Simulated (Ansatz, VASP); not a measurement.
**One calculation of C, two programs**

```
C
1.0
     0.00000    1.86798    1.86798
     1.86798    0.00000    1.86798
     1.86798    1.86798    0.00000
C
2
Direct
  0.50000 0.50000 0.50000
  0.75000 0.75000 0.75000
```

Alike in both runs: task single point; functional BLYP; k mesh 13 × 13 × 13; occupations fermi-dirac, width 0.05 eV; no spin polarisation.

```csv
,VASP,Ansatz
version,VASP 6.6.1,Ansatz 0.2.0
potentials or method,"VASP PAW PBE potentials, release 64 (C)","plane waves (420 eV) with PAW, scalar-relativistic"
plane-wave cutoff (eV),520,420
valence electrons in the cell,8,8
```

|  | VASP | Ansatz | Ansatz less VASP |
| --- | --- | --- | --- |
| gap on the k mesh at the Fermi level (eV) | 4.13 | 4.13 | 0.000 |

The functional is the same, so the differences come from potentials, cutoffs and numerics.

Caveats: an odd mesh through Γ misses points on the zone boundary, where band edges often lie.
